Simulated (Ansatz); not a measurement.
**All-electron card of N**

```yaml
crystal:
  lattice:
    - [5.64900, 0.00000, 0.00000]
    - [0.00000, 5.64900, 0.00000]
    - [0.00000, 0.00000, 5.64900]
  atoms:
    - { symbol: N, position: [0.03000, 0.03000, 0.03000] }
    - { symbol: N, position: [0.47000, 0.97000, 0.53000] }
    - { symbol: N, position: [0.53000, 0.47000, 0.97000] }
    - { symbol: N, position: [0.97000, 0.53000, 0.47000] }
```

Atom numbers follow the list: N1, N2, N3, N4.

The geometry is COD entry 9012480, unchecked; take it as a test cell.

Level of theory: DFT, PBE, all-electron LAPW, scalar-relativistic (Ansatz 0.2.0).

The runs use a Γ-centred 4×4×4 k mesh, Fermi–Dirac smearing of 0.02 eV, basis error target 1 meV/atom, no spin polarisation.

```yaml
Pressure_at_this_cell: -3.94 GPa
Volume_per_atom: 45.07 Å³
```

Problem. Band gap: what does the calculation give?

Solution. None at this level of theory (metallic, semimetallic, or a small gap that the functional closes).

Problem. Give the computed value. Largest force.

Solution. 0.381 eV/Å on N2.

Problem. Predict this quantity. Density of states at the Fermi level (0.2 eV bin).

Solution. 30.66 states/eV per cell.
